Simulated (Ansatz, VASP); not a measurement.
**SnO2 in VASP and in Ansatz**

```
Sn O
1.0
     1.56653    0.90443    5.11552
    -1.56653    0.90443    5.11552
     0.00000   -1.80887    5.11552
Sn O
1 2
Direct
  0.50000 0.50000 0.50000
  0.23717 0.23717 0.23717
  0.76283 0.76283 0.76283
```

Alike in both runs: task single point; functional PBEsol; k mesh 12 × 12 × 12; occupations gaussian, width 0.05 eV; no spin polarisation.

|  | VASP | Ansatz |
| --- | --- | --- |
| version | VASP 6.6.1 | Ansatz 0.2.0 |
| potentials or method | VASP PAW PBE potentials, release 64 (Sn_d, O) | scalar-relativistic, plane waves, PAW |
| plane-wave cutoff (eV) | 520 | 420 |
| valence electrons in the cell | 26 | 26 |

```csv
,VASP,Ansatz,Ansatz less VASP
gap on the k mesh at the Fermi level (eV),2.44,2.47,+0.024
least direct gap on the mesh (eV),2.66,2.68,+0.020
pressure (GPa),0.9,0.3,-0.59
largest component of the traceless stress (GPa),6.56,6.24,-0.322
rms of the force components (eV/Å),0.302,0.330,+0.0285
```

Atom by atom the forces differ by 0.029 eV/Å (rms over components).

Caveats: the PAW data sets were made with another functional, which shifts forces and pressure a little (VASP); spin-orbit coupling is left out, which moves the levels of the heavy elements. A k mesh can miss the band edges. A hybrid or GW would open this gap; PBEsol tends to underestimate it.
